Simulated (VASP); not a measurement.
Wanted: the native input for a VASP 6.6.1 run.

- Task: band structure
- Functional: PBE0
- Potentials or basis: VASP PAW PBE potentials, release 64 (In_d, P)
- Cutoff: 520 eV
- k mesh: 6 × 6 × 6
- Occupations: gaussian, width 0.03 eV
- Spin: no spin polarisation
- Grid for exact exchange (PRECFOCK): Fast
- Exchange at q = 0: truncated
- Further INCAR settings: ALGO = Normal; EDIFF = 1e-06; NBANDS = 16

The system is InP.

```
CELL_PARAMETERS angstrom
0.00000 2.93933 2.93933
2.93933 0.00000 2.93933
2.93933 2.93933 0.00000
ATOMIC_POSITIONS crystal
In 0.00000 0.00000 0.00000
P 0.25000 0.25000 0.25000
```

The cell was built by a generator and needn't be a form met in nature.

These files were run (other wordings do the same):

POSCAR

```
InP                                     
1.0
    0.0000000000      2.9393308169      2.9393308169
    2.9393308169      0.0000000000      2.9393308169
    2.9393308169      2.9393308169      0.0000000000
  In              P             
     1     1
Direct
     0.0000000000000000    0.0000000000000000    0.0000000000000000
     0.2500000000000000    0.2500000000000000    0.2500000000000000
```

INCAR.step1

```
PREC = Accurate
ENCUT = 520
EDIFF = 1E-5
ISMEAR = 0
SIGMA = 0.03
LREAL = False
LASPH = True
NELM = 80
ALGO = Normal
ISIF = 2
LWAVE = True
LCHARG = False
NBANDS = 16
KPAR = 2
GGA = PE
```

INCAR.step2

```
PREC = Accurate
ENCUT = 520
EDIFF = 1E-6
ISMEAR = 0
SIGMA = 0.03
LREAL = False
LASPH = True
NELM = 80
ALGO = Normal
ISIF = 2
LWAVE = False
LCHARG = False
GGA = PE
LHFCALC = True
AEXX = 0.25
PRECFOCK = Fast
HFRCUT = -1
NBANDS = 16
KPAR = 2
ISTART = 1
```

KPOINTS

```
Automatic mesh
0
Gamma
  6 6 6
```

KPOINTS_OPT

```
explicit points
9
Reciprocal
 0.0000000000  0.0000000000  0.0000000000 1
 0.3750000000  0.3750000000  0.7500000000 1
 0.5000000000  0.5000000000  0.5000000000 1
 0.6250000000  0.2500000000  0.6250000000 1
 0.5000000000  0.2500000000  0.7500000000 1
 0.5000000000  0.0000000000  0.5000000000 1
 0.4000000000  0.0000000000  0.4000000000 1
 0.4250000000  0.0000000000  0.4250000000 1
 0.4500000000  0.0000000000  0.4500000000 1
```

Potentials or basis: VASP PAW PBE potentials, release 64 (In_d, P).

Launch:

```console
$ cat potpaw_PBE.64/In_d/POTCAR potpaw_PBE.64/P/POTCAR > POTCAR
$ cp INCAR.step1 INCAR
$ mpirun -np 2 vasp_std > vasp.out
$ cp INCAR.step2 INCAR
$ mpirun -np 2 vasp_std > vasp.out
```

It gave:

```
Pressure                : 0.4 GPa
Band gap on the k mesh  : 2.06 eV, direct
Band gap along the path : 2.06 eV, direct
```

Caveat: the PAW data sets were made with another functional, which shifts forces and pressure a little; spin-orbit coupling is left out, which moves the levels of the heavy elements.

It took 9.1 min on 2 MPI ranks on Intel(R) Xeon(R) 6975P-C (Granite Rapids), on a shared host, peak memory 0.21 GiB a rank.
